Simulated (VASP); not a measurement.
A run of VASP 6.6.1 is set up as follows.

Contents of INCAR:

```
PREC     = Accurate       # precision mode
ENCUT    = 600            # plane-wave cutoff, eV
EDIFF    = 1E-6           # SCF threshold, eV
ISMEAR   = 0              # smearing method
SIGMA    = 0.03           # smearing width, eV
LREAL    = False          # projectors in reciprocal space
LASPH    = True           # aspherical terms in the spheres
NELM     = 80             # most SCF steps
ALGO     = Normal         # electronic algorithm
ISIF     = 3              # what is computed and relaxed
LWAVE    = False          # write WAVECAR
LCHARG   = False          # write CHGCAR
GGA      = PS             # functional
IBRION   = 2              # ionic algorithm
NSW      = 90             # ionic steps
EDIFFG   = -0.01          # ionic threshold
KPAR     = 4
```

KPOINTS

```
Automatic mesh
0
Gamma
  12 12 12
```

Contents of POSCAR:

```
CdO
1.0
    0.0000000000      2.3495000000      2.3495000000
    2.3495000000      0.0000000000      2.3495000000
    2.3495000000      2.3495000000      0.0000000000
Cd O
1 1
Direct
    0.0000000000      0.0000000000      0.0000000000
    0.5000000000      0.5000000000      0.5000000000
```

Potentials or basis: VASP PAW PBE potentials, release 64 (Cd, O).

Command:

```sh
$ cat potpaw_PBE.64/Cd/POTCAR potpaw_PBE.64/O/POTCAR > POTCAR
$ mpirun -np 4 vasp_std > vasp.out
```

Q: What does it give for the relaxed volume?

A: 13.02 Å³/atom.

Q: Estimate the space group after relaxing (to 0.05 Å).

A: Fm-3m (No. 225).

Q: Estimate the band gap on the k mesh.

A: None (metal or under the smearing width).

Q: What does it give for the relaxed cell?

A: a = 3.327 Å, b = 3.327 Å, c = 3.327 Å, α = 60.00°, β = 60.00°, γ = 60.00°.

Step by step:
```
step  energy change (eV)  largest force (eV/Å)  pressure (GPa)  volume (Å³)
   1              0.0000                0.0000            0.53        25.94
   2             -0.0001                0.0000           -0.36        26.10
   3             -0.0002                0.0000            0.00        26.04
```

Caveat: the PAW data sets were made with another functional, which shifts forces and pressure a little; this crystal is a semiconductor, whose small gap the functional closes, so the metal is an error of the method. Zero-point motion and thermal expansion aren't in these numbers.
